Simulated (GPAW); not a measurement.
Cu:

```
Cu
1.0
     0.00000    1.80750    1.80750
     1.80750    0.00000    1.80750
     1.80750    1.80750    0.00000
Cu
1
Direct
  0.00000 0.00000 0.00000
```

Base run:

* Program: GPAW 26.7.0
* Functional: PBE
* Potentials or basis: GPAW PAW data sets (gpaw-data 1.2.1)
* Cutoff: 600 eV
* Basis: pw
* k mesh: 13 × 13 × 13
* Occupations: gaussian, width 0.015 eV
* Spin: no spin polarisation

Its results: pressure 3.1 GPa.

**Question.** The run is repeated on the same cell with these changes: functional from PBE to r2SCAN; occupations from gaussian, width 0.015 eV to fermi-dirac, width 0.05 eV. What comes out?

**Answer.** Pressure -3.3 GPa.

Caveats: with this Cu data set, volumes or pressures lay over 1.5 % or 2 GPa off other programs in two to four cells of ten; the PAW data sets were made with another functional, which shifts forces and pressure a little (some runs).
